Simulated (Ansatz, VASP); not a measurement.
# Two plane-wave programs on GaP

```xyz
2
Lattice="0.0000 2.7252 2.7252 2.7252 0.0000 2.7252 2.7252 2.7252 0.0000" Properties=species:S:1:pos:R:3 pbc="T T T"
Ga    0.0000    0.0000    0.0000
P     4.0879    4.0879    4.0879
```

Alike in both runs: task relaxation of cell and atoms; functional PBE; k mesh 8 × 8 × 8; occupations fermi-dirac, width 0.05 eV; no spin polarisation.

|  | VASP | Ansatz |
| --- | --- | --- |
| version | VASP 6.6.1 | Ansatz 0.2.0 |
| potentials or method | VASP PAW PBE potentials, release 64 (Ga_h, P_h) | Ansatz PAW |
| plane-wave cutoff (eV) | 980 | 420 |
| valence electrons in the cell | 18 | 18 |

```csv
,VASP,Ansatz,Ansatz less VASP
"gap on the k mesh at the Fermi level, each at its own relaxed structure (eV)",1.58,1.58,+0.003
relaxed volume (Å³/atom),20.86,20.85,-0.006
relaxed cell length with the largest relative difference (Å),3.893,3.893,-0.0004
energy change over the relaxation (meV/atom),-5,-5,0.0
```

Caveats: the plane-wave basis is chosen anew once the cell has moved, so the energies of steps on either side of that aren't comparable (Ansatz). A k mesh can miss the band edges. Expect the measured gap to be larger: semilocal functionals such as PBE lack the derivative discontinuity. Zero-point motion and thermal expansion aren't in these numbers.
